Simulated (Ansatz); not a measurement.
# Straining AlNi3

All numbers below come from DFT PBE, scalar-relativistic, plane waves, PAW in Ansatz. (420 eV cutoff, 14×14×14 k-mesh, Gaussian smearing of 0.10 eV, collinear spin)

Reference structure (relaxed):

```yaml
crystal:
  lattice:
    - [3.56668, 0.00000, 0.00000]
    - [0.00000, 3.56668, 0.00000]
    - [0.00000, 0.00000, 3.56668]
  atoms:
    - { symbol: Al, position: [0.00000, 0.00000, 0.00000] }
    - { symbol: Ni, position: [0.00000, 0.50000, 0.50000] }
    - { symbol: Ni, position: [0.50000, 0.00000, 0.50000] }
    - { symbol: Ni, position: [0.50000, 0.50000, 0.00000] }
```

Deformation: biaxial strain in the a-b plane, with the length and tilt of c and the atoms relaxed, all within the symmetry that the strain leaves. Energies are extrapolated to zero smearing.

```tsv
strain (%)	ΔE (meV/atom)	a (Å)	b (Å)	c (Å)	moment (μB/cell)
-3.0	16.0	3.460	3.460	3.693	0.64
-2.0	6.8	3.495	3.495	3.651	0.70
-1.0	1.6	3.531	3.531	3.610	0.73
+0.0	0.0	3.567	3.567	3.567	0.74
+1.0	1.5	3.602	3.602	3.523	0.74
+2.0	5.5	3.638	3.638	3.476	0.73
+3.0	11.6	3.674	3.674	3.427	0.69
```

Problem. What stiffness (1/V) d²E/dε² at zero strain does a cubic fit over all points give?

Solution. A cubic fit gives (1/V) d²E/dε² = 433 GPa at zero strain (twice the biaxial modulus).

Problem. How does the free axis c answer a small strain?

Solution. Between the innermost points its strain is -1.22 times the applied one.